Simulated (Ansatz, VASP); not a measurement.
# CaF2 (Fluorite) in VASP and in Ansatz

File INCAR:

```
SYSTEM = CaF2
PREC     = Accurate       ! precision mode
ENCUT    = 600            ! plane-wave cutoff, eV
EDIFF    = 1E-7           ! SCF threshold, eV
ISMEAR   = 0              ! smearing method
SIGMA    = 0.02           ! smearing width, eV
LREAL    = .FALSE.        ! projectors in reciprocal space
LASPH    = .TRUE.         ! aspherical terms in the spheres
NELM     = 80             ! most SCF steps
ALGO     = Normal         ! electronic algorithm
ISIF     = 3              ! what is computed and relaxed
LWAVE    = .FALSE.        ! write WAVECAR
LCHARG   = .FALSE.        ! write CHGCAR
GGA      = PS             ! functional
IBRION   = 2              ! ionic algorithm
NSW      = 100            ! ionic steps
EDIFFG   = -0.005         ! ionic threshold
```

Contents of KPOINTS:

```
regular mesh
0
G
  8 8 8
  0 0 0
```

Contents of POSCAR:

```
CaF2
1.0
    0.0000000000      2.7310000000      2.7310000000
    2.7310000000      0.0000000000      2.7310000000
    2.7310000000      2.7310000000      0.0000000000
Ca F
1 2
Direct
    0.0000000000      0.0000000000      0.0000000000
    0.2500000000      0.2500000000      0.2500000000
    0.7500000000      0.7500000000      0.7500000000
```

Input for Ansatz:

```yaml
crystal:
  lattice:
    - [0.0, 2.731, 2.731]
    - [2.731, 0.0, 2.731]
    - [2.731, 2.731, 0.0]
  atoms:
    - { symbol: Ca, position: [0.0, 0.0, 0.0] }
    - { symbol: F, position: [0.25, 0.25, 0.25] }
    - { symbol: F, position: [0.75, 0.75, 0.75] }
basis:
  ecutwfc: 420
kpoints:
  mp_grid: { grid: [8, 8, 8] }
hamiltonian:
  xc: pbesol
scf:
  occupations: { method: gaussian, width: 0.02 }
output:
  forces: true
  stress: true
  eigenvalues: true
relax:
  adjacent_minimum: "off"
  f_tol: 0.005
  max_steps: 80
  cell: { stress_tol: 0.05 }
```

Alike in both runs: task relaxation of cell and atoms; functional PBEsol; k mesh 8 × 8 × 8; occupations gaussian, width 0.02 eV; no spin polarisation.

|  | VASP | Ansatz |
| --- | --- | --- |
| version | VASP 6.6.1 | Ansatz 0.2.0 |
| potentials or method | VASP PAW PBE potentials, release 64 (Ca_sv, F) | scalar-relativistic, plane waves, PAW |
| plane-wave cutoff (eV) | 600 | 420 |
| valence electrons in the cell | 24 | 24 |

```csv
,VASP,Ansatz,Ansatz less VASP
"gap on the k mesh at the Fermi level, each at its own relaxed structure (eV)",7.21,7.25,+0.032
relaxed volume (Å³/atom),13.30,13.27,-0.025
relaxed cell length with the largest relative difference (Å),3.835,3.833,-0.0024
energy change over the relaxation (meV/atom),-1,-2,-0.3
```

Caveats: the PAW data sets were made with another functional, which shifts forces and pressure a little (VASP). A k mesh can miss the band edges.
